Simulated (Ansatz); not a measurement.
# Sb under changes of volume

One of the cells (26.213 Å³/atom); the others are scaled copies at fixed shape and fractional positions:

```xyz
1
Lattice="-1.8713 1.8713 1.8713 1.8713 -1.8713 1.8713 1.8713 1.8713 -1.8713" Properties=species:S:1:pos:R:3 pbc="T T T"
Sb    0.0000    0.0000    0.0000
```

This isn't the form of Sb at room conditions, which is rhombohedral.

```yaml
Program: Ansatz 0.2.0
Functional: r2SCAN
Potentials_or_basis: Ansatz PAW
Cutoff: "500 eV (not typed: the program's choice for these potentials)"
k_mesh: 10 × 10 × 10
Occupations: fermi-dirac, width 0.05 eV
Spin: no spin polarisation
```

```tsv
volume (Å³/atom)	energy over the lowest point (meV/atom)	pressure (GPa)
24.640	54.90	7.5
25.165	33.58	5.7
25.689	17.95	4.0
26.213	7.44	2.5
26.737	1.59	1.1
27.262	0.00	-0.1
27.786	?	?
```

Problem. What does the run at 27.786 Å³/atom give?

Solution. Energy over the lowest point 2.27 meV/atom; pressure -1.2 GPa.

Worked out: A Birch-Murnaghan fit of order 3 (a polynomial in V^(-2/3)) to the other rows has its minimum at 27.21 Å³/atom with B0 = V·E''(V) = 62 GPa and B' = 3.8. It gives 2.28 meV/atom at 27.786 Å³/atom, against the run's 2.27, and -dE/dV = -1.3 GPa, against -1.2.

Energies are extrapolated to zero smearing.

Caveats: the PAW data sets come from PBE, with cores solved anew for the run's functional, which leaves a small shift of forces and pressure.
